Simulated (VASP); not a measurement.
C, 2 atoms in the cell. The structure is monoclinic, space group C2/m (No. 12). Conventional cell: a = 4.255 Å, b = 2.457 Å, c = 3.765 Å, α = 90.00°, β = 111.49°, γ = 90.00°. C (site symmetry m) is surrounded by 3 C at 1.42 Å. This is a stacking variant of graphite.

| Property | Result |
| --- | --- |
| Program | VASP 6.6.1 |
| Task | single point |
| Functional | PBE0(alpha) |
| Potentials or basis | VASP PAW PBE potentials, release 64 (C) |
| Cutoff | 520 eV |
| k mesh | 7 × 7 × 4 |
| Occupations | fermi-dirac, width 0.05 eV |
| Spin | no spin polarisation |
| Share of exact exchange | 0.2 |
| Grid for exact exchange (PRECFOCK) | Fast |
| Exchange at q = 0 | truncated |
| Further INCAR settings | ALGO = Normal; EDIFF = 1e-07; NBANDS = 11 |

Potentials or basis: VASP PAW PBE potentials, release 64 (C).

Run with:

```bash
$ cat potpaw_PBE.64/C/POTCAR > POTCAR
$ cp INCAR.step1 INCAR
$ mpirun -np 1 vasp_std > vasp.out
$ cp INCAR.step2 INCAR
$ mpirun -np 1 vasp_std > vasp.out
```

Hardware: 1 thread of Intel(R) Xeon(R) Platinum 8375C CPU @ 2.90GHz (Ice Lake), with other jobs on the host.

Task: Estimate the wall time of this run.

Result: Wall time 5.7 min on 1 thread of Intel(R) Xeon(R) Platinum 8375C CPU @ 2.90GHz (Ice Lake), with other jobs on the host, peak memory 0.13 GiB. Counts: scf iterations 9, k points 60.
